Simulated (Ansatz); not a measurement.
## FeGe

System: FeGe, a test cell of our own (not relaxed); the cell holds 2 atoms.

```yaml
crystal:
  lattice:
    - [3.01617, 0.00000, 0.00000]
    - [0.00000, 3.01617, 0.00000]
    - [0.00000, 0.00000, 3.01617]
  atoms:
    - { symbol: Fe, position: [0.00000, 0.00000, 0.00000] }
    - { symbol: Ge, position: [0.46334, 0.45075, 0.45353] }
```

Numbers behind element symbols give the atom's place in this list.

The calculation used Ansatz, DFT, r2SCAN, PAW (an earlier, harder data set), plane waves, scalar-relativistic.

```json
{
  "Plane-wave cutoff": "1230 eV",
  "k-point mesh": "3×3×3 (Γ-centred)",
  "Occupations": "Gaussian smearing, 0.05 eV"
}
```

Site moments are integrals over atomic spheres and don't add up to the total.

With one magnetic atom in the cell its copies can only be parallel; orders in a larger cell may lie lower.

The mesh is coarse, so energy differences (and at times their sign) aren't converged.

States within about 5 meV/atom are too close for this mesh, smearing and search to settle their order. Only collinear orders within this cell were tried; the true ground state may need a larger cell. No run without spin polarisation was made.

Default search: extra SCF cycles where an unstable direction or a doubtful shell filling shows. The full search may also try other magnetic orders and fillings, and need not reach the lowest state. With a search on, the program may also reshape the start on open shells.

Question: Which state comes out lowest among 55 converged runs with various starts and settings? Give the order and the site moments.

Answer: Spin-polarised, site moments Fe1 1.97 μB, total 1.93 μB per cell. It was reached from: default search for lower states [Fe1 2.00 μB].

Question: Where does this start end: default search for lower states [Fe1 4.00 μB]?

Answer: It converges in 33 iterations to a state 1.1 meV/atom above the lowest: spin-polarised, site moments Fe1 1.96 μB, total 1.93 μB per cell (the moments match the lowest state's, so the two differ in another way, such as which orbitals are filled).

Question: Start: residual threshold 1e-9 eV, iteration limit 1000, full search for lower states [Fe1 4.00 μB]. Give the end state and its height above the lowest.

Answer: It converges in 27 iterations to a state 22.3 meV/atom above the lowest: spin-polarised, site moments Fe1 2.47 μB, total 2.52 μB per cell.
